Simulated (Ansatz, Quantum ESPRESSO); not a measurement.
This is a calculation of HfC for Quantum ESPRESSO 7.5 (ASE script). 

The input run.py:

```python
import numpy as np
from ase.calculators.espresso import Espresso, EspressoProfile
from ase.io import read

atoms = read('POSCAR')

input_data = {
    'control': {'calculation': 'scf', 'prefix': 'pwscf', 'outdir': './tmp', 'tprnfor': True, 'tstress': True, 'disk_io': 'low'},
    'system': {'ecutwfc': 45.0, 'ecutrho': 360.0, 'nbnd': 14, 'occupations': 'smearing', 'smearing': 'fd', 'degauss': 0.00367493},
    'electrons': {'conv_thr': 4e-10, 'electron_maxstep': 120, 'mixing_beta': 0.5},
}
pseudopotentials = {'C': 'c_pbesol_v1.2.uspp.F.UPF', 'Hf': 'hf_pbesol_v1.uspp.F.UPF'}
profile = EspressoProfile(command='mpirun -n 2 pw.x -nk 2', pseudo_dir='pseudo')
dft = Espresso(profile=profile, input_data=input_data, pseudopotentials=pseudopotentials, kpts=(10, 10, 10), koffset=(0, 0, 0))
atoms.calc = dft

from ase.optimize import LBFGS
from ase.filters import FrechetCellFilter
done = LBFGS(FrechetCellFilter(atoms), trajectory='opt.traj').run(fmax=0.02, steps=30)
print('converged', done)
print('cell (A)', np.round(atoms.cell.cellpar(), 5))
print(f'energy {atoms.get_potential_energy():.8f} eV')
print('forces (eV/A)')
print(np.round(atoms.get_forces(), 6))
print('stress (eV/A^3, Voigt)')
print(np.round(atoms.get_stress(), 8))
print(f'Fermi level {dft.get_fermi_level():.4f} eV')
```

Contents of POSCAR:

```
HfC
1.0
    0.0000000000      2.3250000000      2.3250000000
    2.3250000000      0.0000000000      2.3250000000
    2.3250000000      2.3250000000      0.0000000000
Hf C
1 1
Direct
    0.5000000000      0.5000000000      0.5000000000
    0.0000000000      0.0000000000      0.0000000000
```

Potentials or basis: GBRV 1.5 PBEsol.

Run with:

```sh
$ OMP_NUM_THREADS=1 python run.py
```

**Question.** Translate it to Ansatz 0.2.0. Potentials or basis there: all-electron LAPW, scalar-relativistic.

**Answer.** As run (cutoffs and basis follow the program's own potentials, and thresholds, step limits or extra output files can differ):

The input input.yaml:

```yaml
crystal:
  lattice:
    - [0.0, 2.325, 2.325]
    - [2.325, 0.0, 2.325]
    - [2.325, 2.325, 0.0]
  atoms:
    - { symbol: Hf, position: [0.5, 0.5, 0.5] }
    - { symbol: C, position: [0.0, 0.0, 0.0] }
kpoints:
  mp_grid: { grid: [10, 10, 10] }
scf:
  occupations: { method: fermi_dirac, width: 0.05 }
hamiltonian:
  xc: pbesol
  pseudopotentials: { kind: all_electron, lapw: { basis_error: 0.001 } }
output:
  forces: true
  stress: true
relax:
  f_tol: 0.02
  max_steps: 60
  cell: {}
```

Potentials or basis: all-electron LAPW, scalar-relativistic.

Run with:

```console
$ ansatz run input.yaml --threads 1 --pin off --max-ram 3072MiB --backend cpu --events-out ev --progress --plain --runs-dir out
```

Both were run:

|  | Quantum ESPRESSO | Ansatz |
| --- | --- | --- |
| Relaxed volume | 12.24 Å³/atom | 12.23 Å³/atom |
| Relaxed cell | a = 3.259 Å, b = 3.259 Å, c = 3.259 Å, α = 60.00°, β = 60.00°, γ = 60.00° | a = 3.258 Å, b = 3.258 Å, c = 3.258 Å, α = 60.00°, β = 60.00°, γ = 60.00° |
| Space group after relaxing | Fm-3m (No. 225) | Fm-3m (No. 225) |
| Pressure after relaxing | 0.1 GPa | 0.0 GPa |

Where Ansatz's input types no cutoff or centring, it takes its own default and a Γ-centred mesh.

Pressure is positive in compression.
